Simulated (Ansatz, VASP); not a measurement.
# InPd: VASP beside Ansatz

INCAR

```
  PREC = Accurate
  ENCUT = 600
  EDIFF = 1E-6
  ISMEAR = 0
  SIGMA = 0.1
  LREAL = F
  LASPH = T
  NELM = 100
  ALGO = Fast
  ISIF = 3
  LWAVE = F
  LCHARG = F
  GGA = PE
  IBRION = 2
  NSW = 100
  EDIFFG = -0.01
```

File KPOINTS:

```
Automatic mesh
0
Gamma
  18 18 18
```

Contents of POSCAR:

```
InPd
1.0
    3.2718846800      0.0000000000      0.0000000000
    0.0000000000      3.2718846800      0.0000000000
    0.0000000000      0.0000000000      3.2718846800
In Pd
1 1
Direct
    0.0000000000      0.0000000000      0.0000000000
    0.5000000000      0.5000000000      0.5000000000
```

Input for Ansatz:

```yaml
crystal:
  lattice:
    - [3.27188468, 0.0, 0.0]
    - [0.0, 3.27188468, 0.0]
    - [0.0, 0.0, 3.27188468]
  atoms:
    - { symbol: In, position: [0.0, 0.0, 0.0] }
    - { symbol: Pd, position: [0.5, 0.5, 0.5] }
basis:
  ecutwfc: 420
kpoints:
  mp_grid: { grid: [18, 18, 18] }
hamiltonian:
  xc: pbe
scf:
  occupations: { method: gaussian, width: 0.1 }
output:
  forces: true
  stress: true
  eigenvalues: true
  write_density: true
  write_potential: true
  elf: true
  volumetric_format: npy
relax:
  adjacent_minimum: "off"
  f_tol: 0.01
  max_steps: 80
  cell: { stress_tol: 0.05 }
```

Alike in both runs: task relaxation of cell and atoms; functional PBE; k mesh 18 × 18 × 18; occupations gaussian, width 0.1 eV; no spin polarisation.

|  | VASP | Ansatz |
| --- | --- | --- |
| version | VASP 6.6.1 | Ansatz 0.2.0 |
| potentials or method | VASP PAW PBE potentials, release 64 (In_d, Pd) | scalar-relativistic, plane waves, PAW |
| plane-wave cutoff (eV) | 600 | 420 |
| valence electrons in the cell | 23 | 31 |

|  | VASP | Ansatz | Ansatz less VASP |
| --- | --- | --- | --- |
| gap on the k mesh at the Fermi level, each at its own relaxed structure (eV) | none | none | - |
| relaxed volume (Å³/atom) | 18.07 | 18.07 | -0.002 |
| relaxed cell length with the largest relative difference (Å) | 3.306 | 3.306 | -0.0001 |
| energy change over the relaxation (meV/atom) | -6 | -6 | +0.2 |

A gap of «none» marks a metal or a gap that the smearing closes. The two sets of potentials don't hold the same shells in valence.
